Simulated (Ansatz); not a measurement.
**Li2S: projected DOS by orbital**

```
CELL_PARAMETERS angstrom
0.00000 2.85280 2.85280
2.85280 0.00000 2.85280
2.85280 2.85280 0.00000
ATOMIC_POSITIONS crystal
S 0.00000 0.00000 0.00000
Li 0.25000 0.25000 0.25000
Li 0.75000 0.75000 0.75000
```

Atoms are numbered in the order listed.

The structure comes from a relaxation in the same program, started in the fluorite type, and has space group Fm-3m. Whether it is a known phase or the ground state wasn't checked.

Theory: DFT, PBE, all-electron LAPW, scalar-relativistic in Ansatz 0.2.0.

Settings: a Γ-centred 12×12×12 k mesh, Fermi–Dirac smearing of 0.08 eV, basis error target 1 meV/atom, no spin polarisation.

States per eV for one atom of each kind, in 0.4 eV bins named by their centres, from the valence-band top, projected on a minimal set of Löwdin-orthogonalised atomic shells; orbitals are real harmonics on the Cartesian axes, equal curves share a column, and empty bins are left out, as is all above 5.9 eV, near the top of the computed bands.

S1 3p:

```
# E all pz=px=py
-2.9 0.10 0.03
-2.5 1.12 0.37
-2.1 1.98 0.66
-1.7 1.46 0.49
-1.3 2.80 0.93
-0.9 2.94 0.98
-0.5 2.40 0.80
-0.1 0.65 0.22
3.9 0.01 0.00
4.3 0.02 0.01
4.7 0.03 0.01
5.1 0.08 0.03
5.5 0.10 0.03
```

S1 3s:

```
# E all
-10.9 0.57
-10.5 3.72
-2.5 0.01
-2.1 0.03
-1.7 0.02
-1.3 0.02
-0.9 0.01
4.3 0.01
4.7 0.05
5.1 0.11
5.5 0.10
```

Li2 2s:

```
# E all
-10.9 0.12
-10.5 0.22
-2.9 0.01
-2.5 0.13
-2.1 0.19
-1.7 0.09
-1.3 0.07
-0.9 0.03
-0.5 0.01
3.9 0.01
4.3 0.03
4.7 0.07
5.1 0.14
5.5 0.18
```
